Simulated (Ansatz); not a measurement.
# Zr: pressure against volume

One table from this session's results is given with a row withheld; the runs are named, their logs left out.

Computed with Ansatz 0.2.0 (DFT PBEsol, scalar-relativistic, unless a step's input says otherwise).

## The structure to begin with

The structure is cubic, space group Im-3m (No. 229). Conventional cell: a = 3.620 Å, b = 3.620 Å, c = 3.620 Å, α = 90.00°, β = 90.00°, γ = 90.00°. Zr (site symmetry m-3m) is surrounded by 8 Zr at 3.14 Å.

Coordinates:

```cif
data_structure
_symmetry_space_group_name_H-M 'Im-3m'
_symmetry_Int_Tables_number 229
_cell_length_a 3.6200
_cell_length_b 3.6200
_cell_length_c 3.6200
_cell_angle_alpha 90.000
_cell_angle_beta 90.000
_cell_angle_gamma 90.000
_cell_volume 47.44
loop_
_atom_site_label
_atom_site_type_symbol
_atom_site_symmetry_multiplicity
_atom_site_Wyckoff_symbol
_atom_site_fract_x
_atom_site_fract_y
_atom_site_fract_z
_atom_site_occupancy
Zr1 Zr 2 a 0.00000 0.00000 0.00000 1
```

The file gives the conventional cell by its symmetry; the runs use the cell typed in the input.

Set-up of the first run:

input.yaml reads:

```yaml
crystal:
  lattice:
    - [-1.7855375418, 1.7855375418, 1.7855375418]
    - [1.7855375418, -1.7855375418, 1.7855375418]
    - [1.7855375418, 1.7855375418, -1.7855375418]
  atoms:
    - { symbol: Zr, position: [0.0, 0.0, 0.0] }
kpoints:
  mp_grid: { grid: [14, 14, 14] }
  band_path:
    path:
      - [0.0, 0.0, 0.0]
      - [0.5, -0.5, 0.5]
      - [0.0, 0.0, 0.5]
      - [0.0, 0.0, 0.0]
      - [0.25, 0.25, 0.25]
      - [0.5, -0.5, 0.5]
      - [0.25, 0.25, 0.25]
      - [0.0, 0.0, 0.5]
    npoints: 5
scf:
  occupations: { method: fermi_dirac, width: 0.08 }
hamiltonian:
  xc: pbesol
  pseudopotentials: { kind: all_electron, lapw: { basis_error: 0.0005 } }
output:
  forces: true
  stress: true
  eigenvalues: true
```

Started as:

```console
ansatz run input.yaml --threads 1 --pin off --max-ram 3072MiB --backend cpu --events-out ev --progress --plain --runs-dir out
```

Among the steps run: Volume × 0.96, LAPW; Volume × 0.96, PAW; Volume × 0.96, crystal datasets; Volume × 0.99, LAPW; Volume × 0.99, PAW; Volume × 0.99, crystal datasets; Volume × 1.02, LAPW; Volume × 1.02, PAW; Volume × 1.02, crystal datasets; Volume × 1.06, LAPW; Volume × 1.06, PAW; Volume × 1.06, crystal datasets.

One of the session's tables, all rows but one given; the rest of the session is left out.

It belongs to the step «Fits». 

| method | volume (Å³/atom) | pressure (GPa) |
| --- | --- | --- |
| LAPW | 22.770 | -3.59 |
| LAPW | 23.482 | -5.95 |
| LAPW | 24.193 | -8.02 |
| LAPW | 25.142 | -10.38 |
| PAW | 22.770 | -3.61 |
| PAW | 23.482 | -5.97 |
| PAW | 24.193 | ? |
| PAW | 25.142 | -10.40 |
| crystal datasets | 22.770 | -3.59 |
| crystal datasets | 23.482 | -5.95 |
| crystal datasets | 24.193 | -8.02 |
| crystal datasets | 25.142 | -10.38 |

Estimate the missing values for PAW, 24.193.

**Answer.** pressure (GPa): -8.04. In the column «pressure (GPa)» it lies between crystal datasets, 25.142 (-10.38) and LAPW, 24.193 (-8.02).

To keep in mind: Warnings in the runs' records: gradients without spin orbit, crystal datasets made.
